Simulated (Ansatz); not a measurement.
# Si: what a guessed cell relaxes into

The task: take a trial cell of Si to zero force and stress.

Method: DFT PBE, scalar-relativistic, plane waves, PAW, in Ansatz 0.2.0.

**1. Starting point**

It takes space group P2 (No. 3, monoclinic). The conventional cell has a = 3.841 Å, b = 4.373 Å, c = 3.979 Å, α = 90.00°, β = 92.69°, γ = 90.00°. Si (site symmetry 1) has 4 Si at 2.10 to 2.26 Å as nearest neighbours. Si (site symmetry 2) has 4 Si at 2.10 to 2.33 Å as nearest neighbours. Around Si (site symmetry 2) lie 4 Si at 2.22 to 2.33 Å.

As a file:

```cif
data_structure
_symmetry_space_group_name_H-M 'P2'
_symmetry_Int_Tables_number 3
_cell_length_a 3.8409
_cell_length_b 4.3730
_cell_length_c 3.9794
_cell_angle_alpha 90.000
_cell_angle_beta 92.694
_cell_angle_gamma 90.000
_cell_volume 66.77
loop_
_atom_site_label
_atom_site_type_symbol
_atom_site_symmetry_multiplicity
_atom_site_Wyckoff_symbol
_atom_site_fract_x
_atom_site_fract_y
_atom_site_fract_z
_atom_site_occupancy
Si1 Si 2 e 0.86823 0.90007 0.74803 1
Si2 Si 1 c 0.50000 0.15688 0.00000 1
Si3 Si 1 a 0.00000 0.46047 0.00000 1
```

A structure generator made this guess: 4-connected net of one element (P2, No. 3). The dimensions are guesses.

**2. Probe: one point on a coarse mesh**

File input.yaml:

```yaml
crystal:
  lattice:
    - [3.84089239, 0.0, 0.0]
    - [0.0, 4.37304827, 0.0]
    - [-0.18701418, 0.0, 3.97501172]
  atoms:
    - { symbol: Si, position: [0.868235, 0.90007, 0.748025] }
    - { symbol: Si, position: [0.5, 0.15688002, 0.0] }
    - { symbol: Si, position: [0.131765, 0.90007, 0.251975] }
    - { symbol: Si, position: [0.0, 0.46047002, 0.0] }
basis:
  ecutwfc: 420
kpoints:
  mp_grid: { grid: [4, 4, 4] }
hamiltonian:
  xc: pbe
scf:
  occupations: { method: gaussian, width: 0.1 }
  lower_state_search: "off"
output:
  forces: true
  stress: true
  eigenvalues: true
```

The run is started by

```sh
> ansatz run input.yaml --threads 1 --pin off --max-ram 2560MiB --backend cpu --events-out ev --progress --plain --runs-dir out
```

The program printed, shortened:

```text
Warning: RAYON_NUM_THREADS=1 ignored (pool sized by the plan → 1); use --threads N
[...]
Pseudopotentials: kind: paw
Pseudopotential: Si, paw, valence charge 4, recommended cutoff 420 eV (normal), Si.paw.azcp
Functional definition: PBE
[...]
Crystal: 4 atoms, lattice volume = 66.766 Å³
Basis set: ecut = 420 eV, 1305 PW (Γ), exchange–correlation on 54×60×54 points (8 copies of the dense FFT grid, shifted against one another)
Bands: 12, of which v1, the nominal top of the filled ones, is band 8 counted from 1 (7 counted from 0)
Symmetry: 2 space group operations
Space group: P2 (ITA 3), of the structure as read, at distance tolerance 4.1e-5 Å
k-points: 30 of 64 (time reversal used)
[...]
SCF iter   1: F=—  HF=-2539.449453 eV  |F-HF|=—  |Δ(HF+E_count)|=         —  Δρ=5.67e-3  dr2=4.78e-2  ethr=1.77e-3  ⟨swp⟩=6.1  Hψ=2715  notcnv=0
[...]
SCF iter   7: F=-2539.436715 eV  HF=-2539.436715 eV  |F-HF|=1.93e-9  |Δ(HF+E_count)|=   1.46e-7  Δρ=3.35e-6  dr2=9.87e-9  ethr=6.25e-10  ⟨swp⟩=6.9  Hψ=1976  notcnv=0
[...]
SCF converged after 7 iterations
Free energy (F): -2539.436715 eV
[...]
E sigma→0 (E₀):  -2539.434311 eV
Entropy (-TS):   -0.004808 eV (-1.202 meV/atom)
Fermi energy:    8.467297 eV
[...]
--- Forces (eV/Å), atoms counted from 1 ---
  atom   1  Si     0.43031643    -0.89856434    -3.37425087
  atom   2  Si     0.00000000     3.65073264     0.00000000
  atom   3  Si    -0.43031643    -0.89856434     3.37425087
  atom   4  Si     0.00000000    -1.85361978     0.00000000
[...]
--- Stress (GPa, compression-positive) ---
       21.777188       0.000000      -5.467623
        0.000000      37.337398       0.000000
       -5.467623       0.000000      27.373666
  P = ⅓ Tr σ = 28.8294 GPa (288.294 kbar)
--- Band table (eV; the first three rows and the last of 30) ---
  k-point 0: bands = ["-5.9731", "0.8742", "2.0059", "2.3296", "3.7570", "4.8004", "5.1132", "8.6337", "10.0551", "11.2126", "12.0206", "12.1037"]
[...]
```

It took 3.4 s on 1 thread of Arm Neoverse V1, shared host; peak memory 0.3 GiB.

From the probe: pressure 28.8 GPa, largest force 3.65 eV/Å, gap on this mesh none (metal). A guess like this is first relaxed loosely on the coarse mesh.

**3. Rough relaxation on the coarse mesh**

input.yaml, as its differences from that of step 2:

```diff
@@ -23 +23,6 @@
   eigenvalues: true
+relax:
+  adjacent_minimum: "off"
+  f_tol: 0.04
+  max_steps: 70
+  cell: { stress_tol: 0.4 }
```

The run is started by

```sh
> ansatz run input.yaml --threads 1 --pin off --max-ram 2560MiB --backend cpu --events-out ev --progress --plain --runs-dir out
```

The program printed:

```text
Warning: RAYON_NUM_THREADS=1 ignored (pool sized by the plan → 1); use --threads N
Engine: ansatz 0.2.0, aarch64-unknown-linux-gnu
Pseudopotentials: kind: paw
Pseudopotential: Si, paw, valence charge 4, recommended cutoff 420 eV (normal), Si.paw.azcp
Functional definition: PBE
  parameter kappa = 0.804
  parameter beta = 0.06672455060314922
  exchange = pbe_x(kappa = kappa, mu = beta*pi^2/3)
  correlation = pbe_c(beta = beta)
Crystal: 4 atoms, lattice volume = 66.766 Å³
Basis set: ecut = 420 eV, 1305 PW (Γ), exchange–correlation on 54×60×54 points (8 copies of the dense FFT grid, shifted against one another)
Bands: 12, of which v1, the nominal top of the filled ones, is band 8 counted from 1 (7 counted from 0)
Symmetry: 2 space group operations
Space group: P2 (ITA 3), of the structure as read, at distance tolerance 4.1e-5 Å
k-points: 30 of 64 (time reversal used)
Non-local potential: Si, projectors of the file, l = 0: 2, l = 1: 2, l = 2: 2
PAW form: soft (Blöchl's): semilocal exchange-correlation on the pseudo side does not see the compensation charge
PAW one-centre angular grid: Si, 110 points (default); XC on 64 Gauss nodes
Initial density: superposition of atomic densities (neutral atoms: chi_scale 0, normalization atom), corrected by the library's trained network
Initial wavefunctions: pseudopotential atomic-orbital guess
Functional: x = pbe(κ = 0.804, μ = 0.2195149727645171), c = pbe(β = 0.06672455060314922)
SCF iter   1: F=—  HF=-2539.449453 eV  |F-HF|=—  |Δ(HF+E_count)|=         —  Δρ=5.67e-3  dr2=4.78e-2  ethr=1.77e-3  ⟨swp⟩=6.1  Hψ=2715  notcnv=0
preconditioner: auto → Kerker (q_TF=auto, 2.150 Å⁻¹)  [metal: Δε(μ)=0.080 eV  Ē_g=8.306 eV  σ=0.100 eV  W_gap=0.39  n_scr=10 (ndim 8)  ℏωp=18.2 eV  f_vac=0.000  D(μ)=0.87/eV (n_scr^D=2)]
SCF iter   2: F=—  HF=-2539.441231 eV  |F-HF|=—  |Δ(HF+E_count)|=   8.22e-3  Δρ=3.36e-3  dr2=1.74e-2  ethr=2.99e-4  ⟨swp⟩=1.0  Hψ=600  notcnv=0
SCF iter   3: F=—  HF=-2539.436528 eV  |F-HF|=—  |Δ(HF+E_count)|=   4.70e-3  Δρ=5.80e-4  dr2=3.21e-4  ethr=1.09e-4  ⟨swp⟩=2.5  Hψ=547  notcnv=0
SCF iter   4: F=—  HF=-2539.436622 eV  |F-HF|=—  |Δ(HF+E_count)|=   9.43e-5  Δρ=1.96e-4  dr2=3.74e-5  ethr=2.01e-6  ⟨swp⟩=2.5  Hψ=619  notcnv=0
SCF iter   5: F=—  HF=-2539.436713 eV  |F-HF|=—  |Δ(HF+E_count)|=   9.14e-5  Δρ=4.12e-5  dr2=2.19e-6  ethr=2.34e-7  ⟨swp⟩=2.6  Hψ=590  notcnv=0
SCF iter   6: F=—  HF=-2539.436715 eV  |F-HF|=—  |Δ(HF+E_count)|=   1.55e-6  Δρ=1.21e-5  dr2=2.07e-7  ethr=1.37e-8  ⟨swp⟩=2.2  Hψ=557  notcnv=0
SCF iter   7: F=-2539.436715 eV  HF=-2539.436715 eV  |F-HF|=1.93e-9  |Δ(HF+E_count)|=   1.46e-7  Δρ=3.35e-6  dr2=9.86e-9  ethr=6.25e-10  ⟨swp⟩=6.9  Hψ=1977  notcnv=0
SCF 1 converged in 7 iterations: F = -2539.436715 eV  dr2 = 9.86e-9
relax step   1: F+E_penalty+E_count = -2539.43671517 eV  Δ(F+E_penalty+E_count) = +0.000e0 eV  max|allowed force component| = 3.651e0 eV/Å  Δτ_max = 0.0000 Å  P = +28.829 GPa  Ω = 66.766 Å³  (7 SCF iters, dr2 threshold 1.00e-7 eV, accepted)
Crystal: 4 atoms, lattice volume = 73.193 Å³
Basis set: ecut = 420 eV, 1427 PW (Γ), exchange–correlation on 54×60×54 points (8 copies of the dense FFT grid, shifted against one another)
Initial density: handed on by an earlier stage of this run
Initial wavefunctions: those handed on with the density
iter 1 solved again at ethr=1.09e-3 eV; its pass at ethr=3.10e-3 eV (dr2=1.75e-1 eV) is discarded
SCF iter   1: F=—  HF=-2540.728840 eV  |F-HF|=—  |Δ(HF+E_count)|=         —  Δρ=1.05e-2  dr2=1.70e-1  ethr=1.09e-3  ⟨swp⟩=1.0  Hψ=2998  notcnv=0
preconditioner: auto → Kerker (q_TF=auto, 2.118 Å⁻¹)  [metal: Δε(μ)=0.049 eV  Ē_g=7.869 eV  σ=0.100 eV  W_gap=0.27  n_scr=14 (ndim 8)  ℏωp=17.4 eV  f_vac=0.000  D(μ)=1.20/eV (n_scr^D=6)]
SCF iter   2: F=—  HF=-2540.687215 eV  |F-HF|=—  |Δ(HF+E_count)|=   4.16e-2  Δρ=5.94e-3  dr2=5.78e-2  ethr=1.06e-3  ⟨swp⟩=1.0  Hψ=360  notcnv=0
SCF iter   3: F=—  HF=-2540.669446 eV  |F-HF|=—  |Δ(HF+E_count)|=   1.78e-2  Δρ=1.05e-3  dr2=1.37e-3  ethr=3.61e-4  ⟨swp⟩=2.5  Hψ=660  notcnv=0
SCF iter   4: F=—  HF=-2540.669808 eV  |F-HF|=—  |Δ(HF+E_count)|=   3.62e-4  Δρ=3.18e-4  dr2=1.88e-4  ethr=8.57e-6  ⟨swp⟩=2.5  Hψ=613  notcnv=0
SCF iter   5: F=—  HF=-2540.669927 eV  |F-HF|=—  |Δ(HF+E_count)|=   1.19e-4  Δρ=1.00e-4  dr2=1.25e-5  ethr=1.17e-6  ⟨swp⟩=2.6  Hψ=591  notcnv=0
SCF iter   6: F=—  HF=-2540.669944 eV  |F-HF|=—  |Δ(HF+E_count)|=   1.66e-5  Δρ=2.29e-5  dr2=6.61e-7  ethr=7.80e-8  ⟨swp⟩=2.1  Hψ=564  notcnv=0
SCF iter   7: F=-2540.669944 eV  HF=-2540.669944 eV  |F-HF|=2.17e-8  |Δ(HF+E_count)|=   7.76e-7  Δρ=5.48e-6  dr2=2.78e-8  ethr=2.50e-9  ⟨swp⟩=6.6  Hψ=1957  notcnv=0
SCF 2 converged in 7 iterations: F = -2540.669944 eV  dr2 = 2.78e-8
relax step   2: F+E_penalty+E_count = -2540.66994446 eV  Δ(F+E_penalty+E_count) = -1.233e0 eV  max|allowed force component| = 1.369e0 eV/Å  Δτ_max = 0.0773 Å  P = +12.125 GPa  Ω = 73.193 Å³  energy of the carried Pulay correction = -1.183e-3 eV  (7 SCF iters, dr2 threshold 4.00e-7 eV, accepted)
Crystal: 4 atoms, lattice volume = 78.649 Å³
Basis set: ecut = 420 eV, 1547 PW (Γ), exchange–correlation on 54×60×54 points (8 copies of the dense FFT grid, shifted against one another)
iter 1 solved again at ethr=5.33e-4 eV; its pass at ethr=3.10e-3 eV (dr2=8.52e-2 eV) is discarded
SCF iter   1: F=—  HF=-2541.120416 eV  |F-HF|=—  |Δ(HF+E_count)|=         —  Δρ=7.26e-3  dr2=8.32e-2  ethr=5.33e-4  ⟨swp⟩=1.0  Hψ=3050  notcnv=0
preconditioner: auto → Kerker (q_TF=auto, 2.092 Å⁻¹)  [metal: Δε(μ)=0.085 eV  Ē_g=7.578 eV  σ=0.100 eV  W_gap=0.41  n_scr=14 (ndim 8)  ℏωp=16.7 eV  f_vac=0.000  D(μ)=0.99/eV (n_scr^D=4)]
SCF iter   2: F=—  HF=-2541.101938 eV  |F-HF|=—  |Δ(HF+E_count)|=   1.85e-2  Δρ=4.23e-3  dr2=2.93e-2  ethr=5.20e-4  ⟨swp⟩=1.0  Hψ=360  notcnv=0
SCF iter   3: F=—  HF=-2541.093876 eV  |F-HF|=—  |Δ(HF+E_count)|=   8.06e-3  Δρ=7.43e-4  dr2=7.34e-4  ethr=1.83e-4  ⟨swp⟩=2.5  Hψ=576  notcnv=0
SCF iter   4: F=—  HF=-2541.094133 eV  |F-HF|=—  |Δ(HF+E_count)|=   2.57e-4  Δρ=1.90e-4  dr2=8.03e-5  ethr=4.59e-6  ⟨swp⟩=2.5  Hψ=600  notcnv=0
SCF iter   5: F=—  HF=-2541.094205 eV  |F-HF|=—  |Δ(HF+E_count)|=   7.20e-5  Δρ=6.85e-5  dr2=6.97e-6  ethr=5.02e-7  ⟨swp⟩=2.4  Hψ=578  notcnv=0
SCF iter   6: F=-2541.094214 eV  HF=-2541.094214 eV  |F-HF|=2.05e-7  |Δ(HF+E_count)|=   8.21e-6  Δρ=1.50e-5  dr2=3.02e-7  ethr=2.50e-9  ⟨swp⟩=5.2  Hψ=2181  notcnv=0
SCF 3 converged in 6 iterations: F = -2541.094214 eV  dr2 = 3.02e-7
relax step   3: F+E_penalty+E_count = -2541.09421375 eV  Δ(F+E_penalty+E_count) = -4.243e-1 eV  max|allowed force component| = 4.963e-1 eV/Å  Δτ_max = 0.0653 Å  P = +3.451 GPa  Ω = 78.649 Å³  energy of the carried Pulay correction = -2.106e-3 eV  (6 SCF iters, dr2 threshold 4.00e-7 eV, accepted)
[... from here on, the SCF cycles and remarks between the steps are left out ...]
relax step   4: F+E_penalty+E_count = -2541.24925225 eV  Δ(F+E_penalty+E_count) = -1.550e-1 eV  max|allowed force component| = 5.926e-1 eV/Å  Δτ_max = 0.1673 Å  P = -1.098 GPa  Ω = 78.868 Å³  energy of the carried Pulay correction = -2.141e-3 eV  (6 SCF iters, dr2 threshold 4.00e-7 eV, accepted)
relax step   5: F+E_penalty+E_count = -2541.55077457 eV  Δ(F+E_penalty+E_count) = -3.015e-1 eV  max|allowed force component| = 9.227e-1 eV/Å  Δτ_max = 0.2000 Å  P = -1.660 GPa  Ω = 77.452 Å³  energy of the carried Pulay correction = -1.909e-3 eV  (8 SCF iters, dr2 threshold 4.00e-7 eV, accepted)
relax step   6: F+E_penalty+E_count = -2541.24762392 eV  Δ(F+E_penalty+E_count) = +3.032e-1 eV  max|allowed force component| = 3.294e0 eV/Å  Δτ_max = 0.1989 Å  P = +3.336 GPa  Ω = 76.405 Å³  energy of the carried Pulay correction = -1.735e-3 eV  (6 SCF iters, dr2 threshold 4.00e-7 eV, rejected (line search))
relax step   7: F+E_penalty+E_count = -2541.71383148 eV  Δ(F+E_penalty+E_count) = -1.631e-1 eV  max|allowed force component| = 5.104e-1 eV/Å  Δτ_max = 0.0610 Å  P = -0.987 GPa  Ω = 77.402 Å³  energy of the carried Pulay correction = -1.901e-3 eV  (9 SCF iters, accepted)
relax step   8: F+E_penalty+E_count = -2541.84446181 eV  Δ(F+E_penalty+E_count) = -1.306e-1 eV  max|allowed force component| = 2.468e-1 eV/Å  Δτ_max = 0.0647 Å  P = -0.314 GPa  Ω = 77.367 Å³  energy of the carried Pulay correction = -1.895e-3 eV  (5 SCF iters, dr2 threshold 4.00e-7 eV, accepted)
relax step   9: F+E_penalty+E_count = -2541.93687136 eV  Δ(F+E_penalty+E_count) = -9.241e-2 eV  max|allowed force component| = 2.804e-1 eV/Å  Δτ_max = 0.0563 Å  P = +0.107 GPa  Ω = 77.631 Å³  energy of the carried Pulay correction = -1.939e-3 eV  (5 SCF iters, dr2 threshold 4.00e-7 eV, accepted)
relax step  10: F+E_penalty+E_count = -2542.02389391 eV  Δ(F+E_penalty+E_count) = -8.702e-2 eV  max|allowed force component| = 1.678e-1 eV/Å  Δτ_max = 0.0208 Å  P = -0.038 GPa  Ω = 78.274 Å³  energy of the carried Pulay correction = -2.045e-3 eV  (6 SCF iters, dr2 threshold 4.00e-7 eV, accepted)
relax step  11: F+E_penalty+E_count = -2542.04727492 eV  Δ(F+E_penalty+E_count) = -2.338e-2 eV  max|allowed force component| = 3.694e-2 eV/Å  Δτ_max = 0.0189 Å  P = -0.057 GPa  Ω = 78.282 Å³  energy of the carried Pulay correction = -2.046e-3 eV  (6 SCF iters, dr2 threshold 4.00e-7 eV, accepted)
Basis set: ecut = 420 eV, 1541 PW (Γ), exchange–correlation on 54×64×64 points (8 copies of the dense FFT grid, shifted against one another)
Initial wavefunctions: pseudopotential atomic-orbital guess (no wavefunctions were taken with the density)
iter 1 solved again at ethr=1.27e-7 eV; its pass at ethr=3.10e-3 eV (dr2=2.04e-5 eV) is discarded
SCF iter   1: F=—  HF=-2542.057093 eV  |F-HF|=—  |Δ(HF+E_count)|=         —  Δρ=2.64e-4  dr2=5.37e-6  ethr=1.27e-7  ⟨swp⟩=3.1  Hψ=3654  notcnv=0
preconditioner: auto → none  [insulator: Δε(μ)=0.461 eV  Ē_g=7.581 eV  σ=0.100 eV  W_gap=0.62  n_scr=10 (ndim 8)  ℏωp=16.8 eV  f_vac=0.000  D(μ)=1.03/eV (n_scr^D=4)  ε∞_Penn≈5.9]
SCF iter   2: F=—  HF=-2542.057164 eV  |F-HF|=—  |Δ(HF+E_count)|=   7.12e-5  Δρ=1.36e-4  dr2=1.40e-6  ethr=3.36e-8  ⟨swp⟩=2.0  Hψ=599  notcnv=0
SCF iter   3: F=—  HF=-2542.057189 eV  |F-HF|=—  |Δ(HF+E_count)|=   2.47e-5  Δρ=3.85e-6  dr2=2.69e-8  ethr=8.73e-9  ⟨swp⟩=2.0  Hψ=602  notcnv=0
SCF iter   4: F=—  HF=-2542.057189 eV  |F-HF|=—  |Δ(HF+E_count)|=   1.69e-9  Δρ=1.73e-6  dr2=3.01e-9  ethr=1.60e-11  ⟨swp⟩=6.1  Hψ=1799  notcnv=0
SCF iter   5: F=-2542.057189 eV  HF=-2542.057189 eV  |F-HF|=3.32e-10  |Δ(HF+E_count)|=   1.33e-9  Δρ=5.84e-7  dr2=8.49e-11  ethr=1.60e-11  ⟨swp⟩=4.1  Hψ=1200  notcnv=0
SCF 12 converged in 5 iterations: F = -2542.057189 eV  dr2 = 8.49e-11
relax step  12: F+E_penalty+E_count = -2542.05718908 eV  Δ(F+E_penalty+E_count) = -9.914e-3 eV  max|allowed force component| = 3.526e-2 eV/Å  Δτ_max = 0.0000 Å  P = +0.072 GPa  Ω = 78.282 Å³  stress off target by 2.33e-1 GPa  SCF on the basis re-selected at this cell (its energy is not comparable with the rows above)  (5 SCF iters)
basis re-selected at this cell: Δ(F+E_penalty+E_count) = -9.914e-3 eV, ΔP = +0.129 GPa vs the last step (what re-selecting the basis moved, of the pressure what is left beyond the Pulay correction that the steps carried, after the strain that the cell walked since its last selection, with what the two solves' SCF thresholds leave and, on support functions, any second-order correction that the steps lacked; it is no measure of the basis error at this ecutwfc). The dense FFT grid was sized anew with the basis: this SCF ran on 27×32×32 points, the steps before it on 27×30×27, so part of this shift can come from that change (see relax.cell in the input reference). This SCF's stress stands 2.33e-1 GPa from its target on what of the cell is left free (relax.cell.stress_tol is 4.00e-1 GPa) and its largest allowed force component is 3.53e-2 eV/Å (relax.f_tol is 4.00e-2 eV/Å): within both
SCF converged after 5 iterations
Free energy (F): -2542.057189 eV
Harris-Foulkes:  -2542.057189 eV  (|F-HF|=3.32e-10)
Internal energy: -2542.052047 eV  (E = F + TS)
E sigma→0 (E₀):  -2542.054618 eV
Entropy (-TS):   -0.005142 eV (-1.285 meV/atom)
Fermi energy:    6.645758 eV
--- Per-component energies (eV) ---
  E_band       = 23.161030
  E_kinetic    = 160.042638
  E_local      = -103.283168  (includes V_loc(G=0)·N_el)
  E_nonlocal   = 103.206128
  E_hartree    = 29.458302
  E_xc         = -220.316917
  E_vxc        = -186.399017  (∫ρ·V_xc dr)
  E_paw        = -2050.491009  (= ΣΔE_a)
  E_vpaw       = -9.322183  (= ΣTr[D̂ρ^β])
  E_aug_tail   = 0.000025  (compensation charges beyond the density's cutoff)
  E_ewald      = -460.668047
  E_smearing   = -0.005142  (= −TS)
  E_closure    = -0.000000  (closes the sum)
  Σ components = -2542.057189   (vs F -2542.057189, Δ=0.00e0)
--- Forces (eV/Å), atoms counted from 1 ---
  atom   1  Si     0.00415678    -0.00206445    -0.03526144
  atom   2  Si     0.00000000     0.03248462    -0.00000000
  atom   3  Si    -0.00415678    -0.00206445     0.03526144
  atom   4  Si     0.00000000    -0.02835746    -0.00000000
  max |Σ_I F_I| component: 1.75e-6 eV/Å
--- Stress (GPa, compression-positive) ---
       -0.069587      -0.000000       0.047169
       -0.000000       0.232801      -0.000000
        0.047169      -0.000000       0.051740
  P = ⅓ Tr σ = 0.0717 GPa (0.717 kbar)
--- Band table (eV; the first three rows and the last of 30) ---
  k-point 0: bands = ["-5.7355", "-0.9727", "0.8238", "0.8719", "3.3763", "4.7670", "4.7786", "6.3535", "8.5960", "8.6117", "9.6388", "9.6417"]
  k-point 1: bands = ["-5.3698", "-2.3109", "1.1793", "1.3881", "3.9434", "4.7805", "5.1006", "5.3575", "7.7724", "8.4507", "8.9114", "10.3648"]
  k-point 2: bands = ["-4.6373", "-3.6366", "1.6641", "1.7390", "3.6479", "4.2416", "5.4533", "5.5329", "7.4653", "8.0079", "9.0199", "11.4021"]
  k-point 29: bands = ["-1.6806", "-1.6768", "-0.8173", "-0.8139", "1.0806", "1.0820", "4.0953", "4.0977", "10.8361", "10.8390", "11.5304", "11.5384"]
--- Relaxed structure (11 steps of the walk, 10 accepted, 1 SCFs on fresh bases) ---
  F+E_penalty+E_count = -2542.05718908 eV   max|allowed force component| = 3.526e-2 eV/Å   (the final SCF, on the basis selected at the relaxed cell)
  cell:  # Å, volume = 78.2820 Å³
    - [3.749917764309335, 0.0, 0.07951924123706898]
    - [0.0, 4.557904603028259, 0.0]
    - [-0.10028864148336294, 0.0, 4.577971874229108]
  atoms:
    - { symbol: Si, position: [0.7500397275454466, 0.854451901665474, 0.6570721708396888] }
    - { symbol: Si, position: [0.5, 0.19680820426572176, 0.0] }
    - { symbol: Si, position: [0.24996027245455343, 0.854451901665474, 0.34292782916031134] }
    - { symbol: Si, position: [0.0, 0.5117780324033296, 0.0] }
```

Run time: 42 s. Hardware: 1 thread of Arm Neoverse V1, shared host; peak memory 0.34 GiB.

Step by step:

| step | E - E(step 1) (eV/cell) | largest force component (eV/Å) | pressure (GPa) | volume (Å³) |
| --- | --- | --- | --- | --- |
| 1 | 0.0000 | 3.6507 | 28.83 | 66.77 |
| 2 | -1.2332 | 1.3689 | 12.13 | 73.19 |
| 3 | -1.6575 | 0.4963 | 3.45 | 78.65 |
| 4 | -1.8125 | 0.5926 | -1.10 | 78.87 |
| 5 | -2.1141 | 0.9227 | -1.66 | 77.45 |
| 6 | -1.8109 | 3.2937 | 3.34 | 76.40 |
| 7 | -2.2771 | 0.5104 | -0.99 | 77.40 |
| 8 | -2.4077 | 0.2468 | -0.31 | 77.37 |
| 9 | -2.5002 | 0.2804 | 0.11 | 77.63 |
| 10 | -2.5872 | 0.1678 | -0.04 | 78.27 |
| 11 | -2.6106 | 0.0369 | -0.06 | 78.28 |
| 12 | -2.6205 | 0.0353 | 0.07 | 78.28 |

Step 1 is the start. Step 12 repeats the geometry before it on a plane-wave basis chosen anew for that cell, so its energy need not be comparable with the rows above. Step 6 was tried and not accepted.

|  | before | after | change |
| --- | --- | --- | --- |
| a (Å) | 3.841 | 3.751 | -2.3 % |
| b (Å) | 4.373 | 4.558 | +4.2 % |
| c (Å) | 3.979 | 4.579 | +15.1 % |
| β (°) | 92.69 | 90.04 | -2.9 % |
| volume (Å³/atom) | 16.69 | 19.57 | +17.2 % |
| shortest distance (Å) | 2.098 | 2.362 | +12.6 % |
| space group (0.01 Å) | P2 | P222_1 | changed |

Forces and stress were held to the start's 2 operations: a distortion of lower symmetry was not tested.

(Part 1 of 2 ends here.)
